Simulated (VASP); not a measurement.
# PbO (Pbcm) in VASP: reference runs, part 2 of 2

VASP 6.6.1. Earlier steps stand in the parts before.

### Step 3. Single point, PBE (atoms moved at random, drawn with an rms of 0.05 Å)

Input file INCAR:

```
PREC = Accurate
ENCUT = 520
EDIFF = 1E-7
ISMEAR = -1
SIGMA = 0.05
LREAL = F
LASPH = T
NELM = 60
ALGO = Normal
ISIF = 2
LWAVE = F
LCHARG = F
GGA = PE
NBANDS = 50
```

Input file KPOINTS:

```
Automatic mesh
0
Gamma
  5 5 6
```

Input file POSCAR:

```
PbO
1.0
    5.8760000000      0.0000000000      0.0000000000
    0.0000000000      5.4760000000      0.0000000000
    0.0000000000      0.0000000000      4.7430000000
Pb O
4 4
Direct
    0.7721320000      0.5103020000      0.2450010000
    0.2372420000      0.4864130000      0.7395790000
    0.7784430000      0.9822340000      0.7537270000
    0.2330850000      0.0110260000      0.2567580000
    0.1291930000      0.5846910000      0.2538390000
    0.8705980000      0.4250400000      0.7471500000
    0.1379660000      0.9216270000      0.7482840000
    0.8662250000      0.0742650000      0.2369900000
```

Potentials or basis: VASP PAW PBE potentials, release 64 (Pb_d, O).

On the command line:

```bash
cat potpaw_PBE.64/Pb_d/POTCAR potpaw_PBE.64/O/POTCAR > POTCAR
mpirun -np 1 vasp_std > vasp.out
```

OUTCAR:

```text
PREC = Accurate
   ENCUT = 520
   EDIFF = 1E-7
   ISMEAR = -1
   LREAL = F
   LASPH = T
   NELM = 60
   ISIF = 2
   GGA = PE

 ion  position               nearest neighbor table
   1  0.772  0.510  0.245-   5 2.14   8 2.45   6 2.48   6 2.50   3 3.48   3 3.54   2 3.60   2 3.64
                             3 3.71   3 3.77   4 3.85   4 3.85   2 3.92   2 3.96
   2  0.237  0.486  0.740-   6 2.18   5 2.45   7 2.45   5 2.58   4 3.47   4 3.58   1 3.60   1 3.64
                             4 3.67   4 3.78   3 3.83   3 3.86   1 3.92   1 3.96
   3  0.778  0.982  0.754-   7 2.14   8 2.40   6 2.48   8 2.55   1 3.48   1 3.54   4 3.57   4 3.59
                             1 3.71   1 3.77   2 3.83   2 3.86   4 3.98   4 4.00
   4  0.233  0.011  0.257-   8 2.19   5 2.41   7 2.45   7 2.52   2 3.47   3 3.57   2 3.58   3 3.59
                             2 3.67   2 3.78   1 3.85   1 3.85   3 3.98   3 4.00
   5  0.129  0.585  0.254-   1 2.14   4 2.41   2 2.45   2 2.58
   6  0.871  0.425  0.747-   2 2.18   1 2.48   3 2.48   1 2.50
   7  0.138  0.922  0.748-   3 2.14   4 2.45   2 2.45   4 2.52
   8  0.866  0.074  0.237-   4 2.19   3 2.40   1 2.45   3 2.55

  LATTYP: Found a simple orthorhombic cell.
 ALAT       =     4.7430000000
 B/A-ratio  =     1.1545435378
 C/A-ratio  =     1.2388783470

  Lattice vectors:

 A1 = (   0.0000000000,   0.0000000000,  -4.7430000000)
 A2 = (   0.0000000000,   5.4760000000,   0.0000000000)
 A3 = (   5.8760000000,   0.0000000000,   0.0000000000)

Analysis of symmetry for initial positions (statically):
=====================================================================
 Subroutine PRICEL returns:
 Original cell was already a primitive cell.

 Routine SETGRP: Setting up the symmetry group for a
 simple orthorhombic supercell.

 Subroutine GETGRP returns: Found  1 space group operations
 (whereof  1 operations were pure point group operations)
 out of a pool of  8 trial point group operations.

The static configuration has the point symmetry C_1 .

Analysis of symmetry for dynamics (positions and initial velocities):
[... 151 lines left out ...]
   IVDW    =     0    specifies the selected vdW correction
   LEPSILON=     F    determine dielectric tensor
   LRPA    =     F    only Hartree local field effects (RPA)
 non-spin polarized calculation
  energy-cutoff  :      520.00
  volume of cell :      152.62
 maximum number of plane-waves:      4140
 NGX is ok and might be reduce to    48
   NGX = 21   NGY = 21   NGZ = 17

 number of electron      80.0000000 magnetization

 Free energy of the ion-electron system (eV)
  ---------------------------------------------------
  ext. energy  EPLUGINS =         0.00000000
  ---------------------------------------------------
  free energy    TOTEN  =       -42.34831194 eV

  energy without entropy =      -42.34831194  energy(sigma->0) =      -42.34831194

 E-fermi :   5.8347     XC(G=0): -10.1427

 val. band max:        4.8289180607   @ k =   0.0000   0.0000   0.0000
 cond. band min:       6.7610315872   @ k =   0.4000  -0.4000  -0.3333
 fundamental gap:      1.9321135265
 Fermi energy:         5.8347103389

 k-point     1 :       0.0000    0.0000    0.0000
  band No.  band energies     occupation
      1     -12.7270      2.00000
      2     -12.5058      2.00000
      3     -12.4829      2.00000
      4     -12.3445      2.00000
      5     -10.7569      2.00000
      6     -10.6406      2.00000
[... 1261 lines left out ...]
     49      12.0542      0.00000
     50      12.3664      0.00000

 [... further k-points ...]

------------------------ aborting loop because EDIFF is reached ----------------------------------------

  FORCE on cell =-STRESS in cart. coord.  units (eV):
  Direction    XX          YY          ZZ          XY          YZ          ZX
  --------------------------------------------------------------------------------------
  -------------------------------------------------------------------------------------
  Total        7.1436361     -1.2681956      2.4508079      0.1056957     -0.0765825     -0.2105374
  in kB       74.9948699    -13.3136908     25.7289164      1.1096077     -0.8039737     -2.2102505
  external PRESSURE =      29.1366985 kB  Pullay stress =       0.0000000 kB

 VOLUME and BASIS-vectors are now :
 -----------------------------------------------------------------------------
  energy-cutoff  :      520.00
  volume of cell :      152.62
      direct lattice vectors                 reciprocal lattice vectors
     5.876000000  0.000000000  0.000000000     0.170183799  0.000000000  0.000000000
     0.000000000  5.476000000  0.000000000     0.000000000  0.182615047  0.000000000
     0.000000000  0.000000000  4.743000000     0.000000000  0.000000000  0.210837023

 POSITION                                       TOTAL-FORCE (eV/Angst)
 -----------------------------------------------------------------------------------
      4.53705      2.79441      1.16204        -0.728089     -0.870762      0.024371
      1.39403      2.66360      3.50782         0.104802      0.841245      0.142445
      4.57413      5.37871      3.57493        -0.833916      0.843057     -0.068119
      1.36961      0.06038      1.21780         0.281134     -0.774147     -0.158841
      0.75914      3.20177      1.20396         1.207919      0.271450     -0.086294
      5.11563      2.32752      3.54373        -0.584799     -0.415082     -0.021795
      0.81069      5.04683      3.54911         1.057303     -0.333584     -0.042053
      5.08994      0.40668      1.12404        -0.504353      0.437824      0.210285
 -----------------------------------------------------------------------------------
    total drift:                                0.000618     -0.000481     -0.000172

  FREE ENERGIE OF THE ION-ELECTRON SYSTEM (eV)
  ---------------------------------------------------
  free  energy   TOTEN  =       -42.3483119411 eV

  energy  without entropy=      -42.3483119400  energy(sigma->0) =      -42.34831194
```

Run time: 6.1 min. Hardware: 1 thread of Intel Xeon Platinum 8559C (Emerald Rapids), shared host; peak memory 0.53 GiB.

What came out:

- Free energy: -42.3483 eV
- Pressure: 2.9 GPa
- Largest force: 1.241 eV/Å
- Band gap on the k mesh: 1.93 eV, indirect (least direct gap 2.09 eV)

Forces in eV/Å, atoms in the order of the input:
```
Pb  -0.728 -0.871  0.024
Pb   0.105  0.841  0.142
Pb  -0.834  0.843 -0.068
Pb   0.281 -0.774 -0.159
O    1.208  0.271 -0.086
O   -0.585 -0.415 -0.022
O    1.057 -0.334 -0.042
O   -0.504  0.438  0.210
```

Caveat: spin-orbit coupling is left out, which as a rule narrows the gap of such compounds by several tenths of an eV; an odd mesh through Γ misses points on the zone boundary, where band edges often lie; the cell's inner coordinates are idealised or old, which leaves forces on the atoms.
